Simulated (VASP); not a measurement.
Write the native input for VASP 6.6.1 that does the following.

| Property | Result |
| --- | --- |
| Task | relaxation of shape and atoms at fixed volume |
| Functional | PBEsol |
| Potentials or basis | VASP PAW PBE potentials, release 64 (Zr_sv) |
| Cutoff | 600 eV |
| k mesh | 15 × 15 × 7 |
| Occupations | methfessel-paxton, width 0.1 eV |
| Spin | no spin polarisation |
| Further INCAR settings | ALGO = Normal; EDIFF = 1e-07; IBRION = 2; EDIFFG = -0.01; NSW = 40; ISIF = 4 |

The structure of Zr lies in POSCAR:

```
Zr                                      
1.0
    3.1429769659     -0.0000000000      0.0000000000
   -1.5714884830      2.7218978959      0.0000000000
    0.0000000000     -0.0000000000      5.0448617294
  Zr            
     2
Direct
     0.3333333332999970    0.6666666667000030    0.2500000000000000
     0.6666666667000030    0.3333333332999970    0.7500000000000000
```

The cell isn't the ideal one: a relaxed cell with its volume scaled by 0.96.

One way to write it, as run:

INCAR

```
ALGO     = Normal         # electronic algorithm
EDIFF    = 1E-7           # SCF threshold, eV
EDIFFG   = -0.01          # ionic threshold
ENCUT    = 600            # plane-wave cutoff, eV
GGA      = PS             # functional
IBRION   = 2              # ionic algorithm
ISIF     = 4              # what is computed and relaxed
ISMEAR   = 1              # smearing method
LASPH    = True           # aspherical terms in the spheres
LCHARG   = False          # write CHGCAR
LREAL    = False          # projectors in reciprocal space
LWAVE    = False          # write WAVECAR
NELM     = 80             # most SCF steps
NSW      = 40             # ionic steps
PREC     = Accurate       # precision mode
SIGMA    = 0.1            # smearing width, eV
```

KPOINTS

```
k-points
0
Gamma
  15 15 7
```

Potentials or basis: VASP PAW PBE potentials, release 64 (Zr_sv).

The run is started by

```sh
$ cat potpaw_PBE.64/Zr_sv/POTCAR > POTCAR
$ mpirun -np 1 vasp_std > vasp.out
```

It gave:

The energy gained by relaxing is 0.1 meV/atom. The ionic steps are 3 and the pressure after relaxing is 4.3 GPa. The band gap on the k mesh is none (metal or under the smearing width).

Caveat: the PAW data sets were made with another functional, which shifts forces and pressure a little.

Run time: 2.3 min on 1 thread of Intel(R) Xeon(R) Platinum 8488C (Sapphire Rapids) (shared host), peak memory 0.23 GiB.
